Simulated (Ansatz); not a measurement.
A single layer of P after relaxation:

```yaml
crystal:
  lattice:
    - [3.29619, 0.00000, 0.00000]
    - [0.00000, 4.43916, 0.00000]
    - [0.00000, 0.00000, 30.33671]
  periodic: [true, true, false]
  atoms:
    - { symbol: P, position: [0.50000, 0.91750, 0.46501] }
    - { symbol: P, position: [0.00000, 0.58250, 0.46501] }
    - { symbol: P, position: [0.50000, 0.08250, 0.53499] }
    - { symbol: P, position: [0.00000, 0.41750, 0.53499] }
```

All numbers below come from Ansatz 0.2.0, DFT PBE+D3(BJ), scalar-relativistic, plane waves, PAW. Plane waves to 420 eV, a k mesh through Γ of 10×8×1 on the computed 4-atom cell and Gaussian smearing (0.02 eV); no spin polarisation. No periodic images along c.

```yaml
Band_gap_on_the_sampled_k_points: 0.73 eV
Least_direct_gap: 0.73 eV (the gap is direct)
Ionisation_potential_from_the_Kohn-Sham_band_edge: 4.92 eV
Electron_affinity_from_the_Kohn-Sham_band_edge: 4.19 eV
Bader_charges_e: P1 0.00, P2 0.00, P3 0.00, P4 0.00
```

Path Γ–X–S–Y–Γ–S, 16 steps a segment, one row in 2; levels in eV from the Fermi level, bands counted among those of the PAW valence electrons:

| k (1/Å) | point | band 8 | band 9 | band 10 | band 11 | band 12 | band 13 |
| --- | --- | --- | --- | --- | --- | --- | --- |
| 0.000 | Γ | -2.24 | -2.15 | -0.36 | 0.36 | 1.18 | 2.33 |
| 0.119 |  | -2.43 | -2.21 | -0.37 | 0.41 | 1.58 | 2.73 |
| 0.238 |  | -2.97 | -2.15 | -0.42 | 0.54 | 2.15 | 2.59 |
| 0.357 |  | -3.30 | -2.08 | -0.57 | 0.77 | 1.44 | 3.69 |
| 0.477 |  | -3.34 | -2.06 | -0.84 | 0.88 | 1.07 | 2.89 |
| 0.596 |  | -3.22 | -2.17 | -1.21 | 0.62 | 1.43 | 2.06 |
| 0.715 |  | -3.07 | -2.38 | -1.64 | 0.70 | 1.39 | 1.56 |
| 0.834 |  | -3.00 | -2.51 | -2.07 | 0.99 | 1.05 | 1.17 |
| 0.953 | X | -3.10 | -2.40 | -2.40 | 0.92 | 0.92 | 1.57 |
| 1.042 |  | -3.24 | -2.26 | -2.26 | 0.82 | 0.82 | 1.83 |
| 1.130 |  | -3.52 | -2.04 | -2.04 | 0.79 | 0.79 | 2.32 |
| 1.218 |  | -3.83 | -1.88 | -1.88 | 1.00 | 1.00 | 2.66 |
| 1.307 |  | -4.15 | -1.79 | -1.79 | 1.41 | 1.41 | 2.69 |
| 1.395 |  | -4.47 | -1.74 | -1.74 | 1.86 | 1.86 | 2.72 |
| 1.484 |  | -4.78 | -1.70 | -1.70 | 2.06 | 2.06 | 3.06 |
| 1.572 |  | -5.06 | -1.68 | -1.68 | 2.05 | 2.05 | 3.60 |
| 1.661 | S | -5.23 | -1.67 | -1.67 | 2.03 | 2.03 | 3.88 |
| 1.780 |  | -4.71 | -1.74 | -1.74 | 2.15 | 2.15 | 3.68 |
| 1.899 |  | -4.09 | -1.89 | -1.89 | 2.43 | 2.43 | 3.33 |
| 2.018 |  | -3.56 | -1.99 | -1.99 | 2.59 | 2.59 | 3.19 |
| 2.137 |  | -3.28 | -1.86 | -1.86 | 2.49 | 2.49 | 3.27 |
| 2.256 |  | -3.28 | -1.52 | -1.52 | 2.41 | 2.41 | 3.22 |
| 2.376 |  | -3.37 | -1.27 | -1.27 | 2.35 | 2.35 | 2.99 |
| 2.495 |  | -3.40 | -1.28 | -1.28 | 1.97 | 1.97 | 2.96 |
| 2.614 | Y | -2.94 | -1.41 | -1.41 | 1.72 | 1.72 | 3.10 |
| 2.702 |  | -2.77 | -1.95 | -0.96 | 1.63 | 1.71 | 2.88 |
| 2.791 |  | -2.60 | -2.46 | -0.68 | 1.54 | 1.63 | 2.49 |
| 2.879 |  | -2.46 | -2.25 | -0.68 | 1.51 | 1.56 | 2.09 |
| 2.968 |  | -2.34 | -1.83 | -0.95 | 1.39 | 1.69 | 1.74 |
| 3.056 |  | -2.25 | -1.39 | -1.37 | 1.21 | 1.37 | 1.97 |
| 3.145 |  | -2.19 | -1.79 | -0.96 | 0.88 | 1.25 | 2.17 |
| 3.233 |  | -2.16 | -2.12 | -0.57 | 0.55 | 1.20 | 2.29 |
| 3.322 | Γ | -2.24 | -2.15 | -0.36 | 0.36 | 1.18 | 2.33 |
| 3.470 |  | -2.47 | -2.08 | -0.56 | 0.58 | 1.60 | 2.63 |
| 3.618 |  | -3.15 | -1.76 | -0.93 | 0.98 | 2.08 | 2.65 |
| 3.767 |  | -3.54 | -1.67 | -1.31 | 1.40 | 1.73 | 2.93 |
| 3.915 |  | -2.98 | -2.02 | -1.59 | 1.80 | 1.93 | 2.08 |
| 4.064 |  | -3.03 | -2.35 | -1.57 | 1.46 | 2.15 | 2.86 |
| 4.212 |  | -3.66 | -2.21 | -1.55 | 1.75 | 2.44 | 2.97 |
| 4.360 |  | -4.49 | -1.85 | -1.63 | 2.01 | 2.31 | 3.18 |
| 4.509 | S | -5.23 | -1.67 | -1.67 | 2.03 | 2.03 | 3.88 |

Cost: 1 run of about 2 core-minutes, on Intel Xeon Processor @ 2.70GHz (shared hosts).